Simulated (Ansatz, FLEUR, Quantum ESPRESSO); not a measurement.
P: programs and potentials compared

```xyz
4
Lattice="1.6477 -5.4650 0.0000 1.6477 5.4650 0.0000 0.0000 0.0000 4.5436" Properties=species:S:1:pos:R:3 pbc="T T T"
P     1.6477   -4.4173    2.6754
P     1.6477    4.4173    1.8683
P     1.6477   -1.0477    0.4035
P     1.6477    1.0477    4.1401
```

Alike in all runs: task band structure; functional PBE; k mesh 8 × 8 × 6; occupations fermi-dirac, width 0.05 eV; no spin polarisation; no spin-orbit coupling. Pressure is positive in compression and, in plane waves, holds the error of the finite cutoff, which Ansatz's Pulay term estimates and takes out. Gaps are the smaller of the mesh's and the band path's.

```tsv
program and potentials	plane-wave cutoff (eV)	notes	band gap (eV)	pressure (GPa)	largest force (eV/Å)
Ansatz, Ansatz PAW	420	-	0.10	2.00	0.338
FLEUR, all-electron, FLAPW	-	-	0.10	-	-
Ansatz, PseudoDojo stringent (PBE files)	599	-	?	?	?
Quantum ESPRESSO, PseudoDojo 0.4.1 SR PBE standard	599	-	0.09	2.06	0.353
```

Task: Estimate from the other rows what the run with Ansatz, PseudoDojo stringent (PBE files) gave.

Result: Band gap 0.09 eV; pressure 2.07 GPa; largest force 0.352 eV/Å. The other rows, which needn't bracket it: band gap 0.09 to 0.10; pressure 2.00 to 2.06; largest force 0.338 to 0.353.
